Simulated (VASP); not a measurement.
**CuCl (Nantokite): relaxation of cell and atoms with PBEsol**

Crystal: CuCl (Nantokite).

```xyz
2
Lattice="0.0000 2.6498 2.6498 2.6498 0.0000 2.6498 2.6498 2.6498 0.0000" Properties=species:S:1:pos:R:3 pbc="T T T"
Cu    0.0000    0.0000    0.0000
Cl    1.3249    1.3249    1.3249
```

```json
{
  "Program": "VASP 6.6.1",
  "Task": "relaxation of cell and atoms",
  "Functional": "PBEsol",
  "Potentials or basis": "VASP PAW PBE potentials, release 64 (Cu, Cl)",
  "Cutoff": "600 eV",
  "k mesh": "10 × 10 × 10",
  "Occupations": "gaussian, width 0.03 eV",
  "Spin": "no spin polarisation",
  "Further INCAR settings": "ALGO = Normal; EDIFF = 1e-07; IBRION = 2; EDIFFG = -0.005; NSW = 90; ISIF = 3"
}
```

The pressure after relaxing is 0.0 GPa and the band gap on the k mesh is 0.55 eV, direct.

Final structure:
```
Cu Cl
1.0
     0.00000    2.64977    2.64977
     2.64977    0.00000    2.64977
     2.64977    2.64977    0.00000
Cu Cl
1 1
Direct
  0.00000 0.00000 0.00000
  0.25000 0.25000 0.25000
```

Levels at points of the mesh, in eV from the valence-band top:
```csv
k point,band 7,band 8,band 9,band 10,band 11,band 12
"(0.00, 0.00, 0.00)",0.00,0.00,0.00,0.55,6.68,6.68
"(0.50, 0.00, 0.00)",-1.59,-0.66,-0.66,2.92,6.95,7.13
"(0.50, 0.50, 0.00)",-1.52,-1.29,-1.29,3.27,4.53,8.99
```

It took 14 s on 1 thread of Intel(R) Xeon(R) 6975P-C (Granite Rapids) (shared host), peak memory 0.18 GiB.

Caveat: the relaxation stopped at its first step, so nothing moved; the PAW data sets were made with another functional, which shifts forces and pressure a little.
